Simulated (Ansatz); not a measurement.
Runs of Ansatz 0.2.0 on Bi2Te2Se. The structure is trigonal, space group R-3m (No. 166). Conventional cell: a = 4.322 Å, b = 4.322 Å, c = 31.757 Å, α = 90.00°, β = 90.00°, γ = 120.00°. Bi (site symmetry 3m) has 3 Te at 3.05 Å and 3 Se at 3.11 Å as nearest neighbours. Te (site symmetry 3m) is surrounded by 3 Bi at 3.05 Å. Around Se (site symmetry -3m) lie 6 Bi at 3.11 Å. The cell is a database's computed one.

| cell | target pressure (GPa) | gap on the mesh (eV) | pressure (GPa) |
| --- | --- | --- | --- |
| relaxed to 30 GPa | 30 | none | 30.0 |
| relaxed to 2 GPa | 2 | (a) | 2.0 |
| relaxed | 0 | 0.02 | 0.0 |
| relaxed to 5 GPa | 5 | 0.12 | 5.0 |
| relaxed to 10 GPa | 10 | 0.14 | 10.0 |
| relaxed to 20 GPa | 20 | none | 20.0 |

Alike in all rows: task relaxation of cell and atoms; level PBEsol; potentials or basis Ansatz PAW; no spin polarisation; k mesh 7 × 7 × 7; cutoff (eV) 420; smearing fermi-dirac 0.05 eV.

Question: Fill in the values left out.

Answer: (a) 0.08.

Caveats: the plane-wave basis is chosen anew once the cell has moved, so the energies of steps on either side of that aren't comparable; the PAW data sets come from PBE, with cores solved anew for the run's functional, which leaves a small shift of forces and pressure; odd divisions of the mesh miss points on the zone boundary, where band edges often lie, so the gap on the mesh can be too wide (some runs); spin-orbit coupling is left out, which as a rule narrows the gap of such compounds by several tenths of an eV (some runs); spin-orbit coupling is left out, which moves the levels of the heavy elements (some runs).

A k mesh can miss the band edges, and the runs leave out spin-orbit coupling on Bi, Se, Te.

A gap of «none» marks a metal or a gap under the smearing width.
